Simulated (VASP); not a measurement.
# Nb (Fm-3m) in VASP: further runs, part 2 of 2

VASP 6.6.1.

## (3) Single point, PBEsol

Contents of INCAR:

```
  PREC = Accurate
  ENCUT = 520
  EDIFF = 1E-6
  ISMEAR = 0
  SIGMA = 0.1
  LREAL = False
  LASPH = True
  NELM = 100
  ALGO = Normal
  ISIF = 2
  LWAVE = False
  LCHARG = True
  GGA = PS
  LELF = True
  LVHAR = True
  NBANDS = 12
```

Contents of KPOINTS:

```
regular mesh
0
Gamma
  18 18 18
```

Contents of POSCAR:

```
Nb
1.0
    0.0000000000     -2.0852054920     -2.0852054920
    2.0852054920      0.0000000000     -2.0852054920
    2.0852054920     -2.0852054920      0.0000000000
Nb
1
Direct
    0.0000000000      0.0000000000      0.0000000000
```

Potentials or basis: VASP PAW PBE potentials, release 64 (Nb_sv).

The run is started by

```bash
cat potpaw_PBE.64/Nb_sv/POTCAR > POTCAR
mpirun -np 1 vasp_std > vasp.out
```

OUTCAR:

```text
PREC = Accurate
   ENCUT = 520
   EDIFF = 1E-6
   ISMEAR = 0
   LREAL = False
   LASPH = True
   NELM = 100
   ISIF = 2
   GGA = PS

 ion  position               nearest neighbor table
   1  0.000  0.000  0.000-

  LATTYP: Found a face centered cubic cell.
 ALAT       =     4.1704109840

  Lattice vectors:

 A1 = (   0.0000000000,  -2.0852054920,  -2.0852054920)
 A2 = (   2.0852054920,   0.0000000000,  -2.0852054920)
 A3 = (   2.0852054920,  -2.0852054920,   0.0000000000)
[... 539 lines left out ...]
     11      24.0501      0.00000
     12      26.7939      0.00000

 [... further k-points ...]

------------------------ aborting loop because EDIFF is reached ----------------------------------------

  FORCE on cell =-STRESS in cart. coord.  units (eV):
  Direction    XX          YY          ZZ          XY          YZ          ZX
  --------------------------------------------------------------------------------------
  -------------------------------------------------------------------------------------
  Total       -0.0331236     -0.0331236     -0.0331236      0.0000000     -0.0000000      0.0000000
  in kB       -2.9266509     -2.9266509     -2.9266509      0.0000000     -0.0000000      0.0000000
  external PRESSURE =      -2.9266509 kB  Pullay stress =       0.0000000 kB

 VOLUME and BASIS-vectors are now :
 -----------------------------------------------------------------------------
  energy-cutoff  :      520.00
  volume of cell :       18.13
      direct lattice vectors                 reciprocal lattice vectors
     0.000000000 -2.085205492 -2.085205492    -0.239784521 -0.239784521 -0.239784521
     2.085205492  0.000000000 -2.085205492     0.239784521  0.239784521 -0.239784521
     2.085205492 -2.085205492  0.000000000     0.239784521 -0.239784521  0.239784521

 POSITION                                       TOTAL-FORCE (eV/Angst)
 -----------------------------------------------------------------------------------
      0.00000      0.00000      0.00000         0.000000      0.000000      0.000000
 -----------------------------------------------------------------------------------
    total drift:                                0.000000      0.000000      0.000000

  FREE ENERGIE OF THE ION-ELECTRON SYSTEM (eV)
  ---------------------------------------------------
  free  energy   TOTEN  =       -10.6099617117 eV

  energy  without entropy=      -10.6034543175  energy(sigma->0) =      -10.60670801
```

OSZICAR:

```text
N       E                     dE             d eps       ncg     rms          rms(c)
DAV:   1     0.114968842202E+03    0.11497E+03   -0.72857E+03  4696   0.108E+03
DAV:   2    -0.634024495294E+01   -0.12131E+03   -0.11708E+03  5012   0.390E+02
DAV:   3    -0.108303538929E+02   -0.44901E+01   -0.42863E+01  6728   0.647E+01
DAV:   4    -0.111131292400E+02   -0.28278E+00   -0.28097E+00  6616   0.149E+01
DAV:   5    -0.111249248498E+02   -0.11796E-01   -0.11791E-01  6956   0.242E+00    0.717E+00
DAV:   6    -0.106658147778E+02    0.45911E+00   -0.69334E-01  7440   0.103E+01    0.253E+00
DAV:   7    -0.106061477389E+02    0.59667E-01   -0.21299E-01  7708   0.559E+00    0.101E+00
DAV:   8    -0.106098983594E+02   -0.37506E-02   -0.13801E-02  5544   0.152E+00    0.492E-02
DAV:   9    -0.106099457902E+02   -0.47431E-04   -0.92204E-04  7956   0.327E-01    0.378E-02
DAV:  10    -0.106099627590E+02   -0.16969E-04   -0.15444E-05  5596   0.490E-02    0.159E-02
DAV:  11    -0.106099617312E+02    0.10278E-05   -0.86395E-06  6260   0.487E-02    0.213E-03
DAV:  12    -0.106099617117E+02    0.19525E-07   -0.70933E-07  3888   0.791E-03
   1 F= -.10609962E+02 E0= -.10606708E+02  d E =-.650739E-02
```

It took 26 s on 1 thread of Intel Xeon Platinum 8259CL at 2.50GHz (Skylake/Cascade Lake), shared host; peak memory 0.17 GiB.

What came out:

```yaml
Free_energy: -10.6100 eV
Pressure: -0.3 GPa
Band_gap_on_the_k_mesh: none (metal or under the smearing width)
```

Caveat: the PAW data sets were made with another functional, which shifts forces and pressure a little.

## (4) Relaxation of cell and atoms, PBEsol

This run uses another cell than the first one, of 18.92 Å³/atom, 1.043 times its volume.

Contents of INCAR:

```
PREC = Accurate
ENCUT = 600
EDIFF = 1E-6
ISMEAR = 0
SIGMA = 0.1
LREAL = False
LASPH = True
NELM = 100
ALGO = Normal
ISIF = 3
LWAVE = False
LCHARG = False
GGA = PS
IBRION = 2
NSW = 100
EDIFFG = -0.005
```

KPOINTS is that of step 3.

Contents of POSCAR:

```
Nb
1.0
    0.0000000000     -2.1150000000     -2.1150000000
    2.1150000000      0.0000000000     -2.1150000000
    2.1150000000     -2.1150000000      0.0000000000
Nb
1
Direct
    0.0000000000      0.0000000000      0.0000000000
```

The run is started by

```bash
cat potpaw_PBE.64/Nb_sv/POTCAR > POTCAR
mpirun -np 1 vasp_std > vasp.out
```

Wall time 72 s (1 thread of Intel Xeon Platinum 8259CL at 2.50GHz (Skylake/Cascade Lake), shared host); peak memory 0.18 GiB.

The run converged. Its results:

| Property | Result |
| --- | --- |
| Free energy | -10.6105 eV |
| Relaxed volume | 18.11 Å³/atom |
| Relaxed cell | a = 2.947 Å, b = 2.947 Å, c = 2.947 Å, α = 60.00°, β = 60.00°, γ = 60.00° |
| Space group after relaxing (to 0.05 Å) | Fm-3m (No. 225) |
| Energy gained by relaxing | 18.9 meV/atom |
| Ionic steps | 4 |
| Pressure after relaxing | 0.0 GPa |
| Band gap on the k mesh | none (metal or under the smearing width) |

The path:
| step | energy change (eV) | largest force (eV/Å) | pressure (GPa) | volume (Å³) |
| --- | --- | --- | --- | --- |
| 1 | 0.0000 | 0.0000 | -7.17 | 18.92 |
| 2 | 0.0490 | 0.0000 | 16.42 | 16.70 |
| 3 | -0.0189 | 0.0000 | -0.20 | 18.13 |
| 4 | -0.0189 | 0.0000 | -0.01 | 18.11 |

Final structure:
```
CELL_PARAMETERS angstrom
0.00000 -2.08416 -2.08416
2.08416 0.00000 -2.08416
2.08416 -2.08416 0.00000
ATOMIC_POSITIONS crystal
Nb 0.00000 0.00000 0.00000
```

Levels at points of the mesh, in eV from the Fermi level:
| k point | band 3 | band 4 | band 5 | band 6 | band 7 | band 8 | band 9 | band 10 |
| --- | --- | --- | --- | --- | --- | --- | --- | --- |
| (0.00, 0.00, 0.00) | -30.00 | -30.00 | -6.34 | 0.07 | 0.07 | 0.07 | 2.80 | 2.80 |
| (0.50, 0.00, 0.00) | -30.17 | -30.17 | -3.99 | -0.13 | -0.13 | 1.50 | 4.89 | 4.89 |
| (0.50, 0.50, 0.00) | -30.47 | -30.47 | -4.27 | -3.51 | 3.79 | 4.86 | 5.50 | 5.50 |

Caveat: the PAW data sets were made with another functional, which shifts forces and pressure a little.

## (5) Single point, PBEsol

This run uses another cell than the first one, of 18.92 Å³/atom, 1.043 times its volume.

Contents of INCAR:

```
SYSTEM = Nb
PREC = Accurate
ENCUT = 520
EDIFF = 1E-7
ISMEAR = 0
SIGMA = 0.1
LREAL = .False.
LASPH = .True.
NELM = 100
ALGO = Fast
ISIF = 2
LWAVE = .False.
LCHARG = .True.
GGA = PS
LELF = .True.
LVHAR = .True.
NBANDS = 12
```

Contents of KPOINTS:

```
Automatic mesh
0
Gamma
  8 8 8
  0 0 0
```

POSCAR is that of step 4.

The run is started by

```bash
cat potpaw_PBE.64/Nb_sv/POTCAR > POTCAR
mpirun -np 1 vasp_std > vasp.out
```

Wall time 14 s (1 thread of Intel Xeon Platinum 8259CL at 2.50GHz (Skylake/Cascade Lake), shared host); peak memory 0.13 GiB.

It converged, with:

```
Free energy            : -10.5802 eV
Pressure               : -7.6 GPa
Band gap on the k mesh : none (metal or under the smearing width)
```

Levels at points of the mesh, in eV from the Fermi level:
| k point | band 4 | band 5 | band 6 | band 7 | band 8 | band 9 |
| --- | --- | --- | --- | --- | --- | --- |
| (0.00, 0.00, 0.00) | -30.12 | -6.24 | 0.11 | 0.11 | 0.11 | 2.67 |
| (0.50, 0.00, 0.00) | -30.27 | -3.82 | -0.08 | -0.08 | 1.32 | 4.63 |
| (0.50, 0.50, 0.00) | -30.53 | -4.04 | -3.28 | 3.52 | 4.60 | 5.20 |

Caveat: the PAW data sets were made with another functional, which shifts forces and pressure a little.

## (6) The runs side by side

```csv
task,cell,k mesh,cutoff (eV),gap on the mesh (eV),pressure (GPa)
single point,strained and moved within a subgroup,16 × 16 × 16,520,none,-6.3
single point,"Fm-3m, 18.13 Å³/atom",18 × 18 × 18,520,none,-0.3
relaxation of cell and atoms,relaxed,18 × 18 × 18,600,none,0.0
single point,"Fm-3m, 18.92 Å³/atom",8 × 8 × 8,520,none,-7.6
```

Alike in all rows: level PBEsol; potentials or basis VASP PAW PBE potentials, release 64 (Nb_sv); no spin polarisation; smearing gaussian 0.1 eV.

Caveats: the PAW data sets were made with another functional, which shifts forces and pressure a little.

Absolute energies hang on the potentials; compare differences alone.
